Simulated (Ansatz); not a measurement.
Property card for Ta$_{2}$Si

Computed with Ansatz, DFT PBEsol, scalar-relativistic, plane waves, PAW.

Plane waves to 420 eV, a k mesh through Γ of 10×10×10 on the computed 6-atom cell and Gaussian smearing (0.10 eV); no spin polarisation.

The structure is relaxed at this level of theory with its symmetry kept. Whether it is the stable form of this composition wasn't checked.

```yaml
crystal:
  lattice:
    - [-3.06838, 3.06838, 2.51990]
    - [3.06838, -3.06838, 2.51990]
    - [3.06838, 3.06838, -2.51990]
  atoms:
    - { symbol: Ta, position: [0.66307, 0.83693, 0.50000] }
    - { symbol: Ta, position: [0.83693, 0.33693, 0.17387] }
    - { symbol: Ta, position: [0.33693, 0.16307, 0.50000] }
    - { symbol: Ta, position: [0.16307, 0.66307, 0.82613] }
    - { symbol: Si, position: [0.25000, 0.25000, 0.00000] }
    - { symbol: Si, position: [0.75000, 0.75000, 0.00000] }
```

Q: Formation energy from the elements' standard states (uncorrected)?

A: -0.607 eV/atom.

Q: Density of states at the Fermi level?

A: 2.57 states/eV per cell.

Q: Löwdin character within 0.5 eV of the Fermi level?

A: Ta 5d 86 %, unprojected 6 %.

Q: Bulk modulus?

A: 227 GPa.

Q: Its pressure derivative?

A: 4.0.

Q: Bader charges (e)?

A: Ta (4 in the cell) 0.57, Si (2 in the cell) -1.14.

Spin-orbit coupling is left out, which matters for the bands of heavy elements.